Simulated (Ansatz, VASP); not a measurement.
## Sb: VASP beside Ansatz

Contents of INCAR:

```
PREC = Accurate
ENCUT = 520
EDIFF = 1E-8
ISMEAR = -1
SIGMA = 0.05
LREAL = False
LASPH = True
NELM = 100
ALGO = Normal
ISIF = 2
LWAVE = False
LCHARG = False
GGA = PS
LEFG = True
NBANDS = 8
```

The input KPOINTS:

```
regular mesh
0
Gamma
  13 13 13
```

POSCAR

```
Sb
1.0
    3.1600000000     -0.0316000000     -0.0316000000
   -0.0316000000      3.1600000000     -0.0316000000
   -0.0316000000     -0.0316000000      3.1600000000
Sb
1
Direct
    0.0000000000      0.0000000000      0.0000000000
```

Input for Ansatz:

```yaml
crystal:
  lattice:
    - [3.16, -0.0316, -0.0316]
    - [-0.0316, 3.16, -0.0316]
    - [-0.0316, -0.0316, 3.16]
  atoms:
    - { symbol: Sb, position: [0.0, 0.0, 0.0] }
kpoints:
  mp_grid: { grid: [13, 13, 13] }
scf:
  occupations: { method: fermi_dirac, width: 0.05 }
hamiltonian:
  xc: pbesol
  pseudopotentials: { kind: all_electron, datasets: crystal }
output:
  forces: true
  stress: true
  eigenvalues: true
  efg: { contact_densities: true }
```

Change from the starting cell: equal xy, yz and zx shear strains of -2 %, crystal datasets.

Alike in both runs: task electric field gradients; functional PBEsol; k mesh 13 × 13 × 13; occupations fermi-dirac, width 0.05 eV; no spin polarisation.

```csv
,VASP,Ansatz
version,VASP 6.6.1,Ansatz 0.2.0
potentials or method,"VASP PAW PBE potentials, release 64 (Sb)","all-electron PAW with datasets made for the crystal, scalar-relativistic"
plane-wave cutoff (eV),520,see its input
```

|  | VASP | Ansatz | Ansatz less VASP |
| --- | --- | --- | --- |
| pressure (GPa) | -4.9 | -4.9 | -0.03 |
| largest component of the traceless stress (GPa) | 0.30 | 0.30 | +0.002 |
| Vzz of the field gradient on the site that differs most (V/Å²) | -14.5 | -14.9 | -0.40 |

Ansatz ran all-electron here, so the differences hold the error of VASP's frozen core and of both bases. Ansatz warned: «gradients_without_spin_orbit».

Caveats: the PAW data sets were made with another functional, which shifts forces and pressure a little (VASP). Spin-orbit coupling is left out, which matters for the levels of Sb.
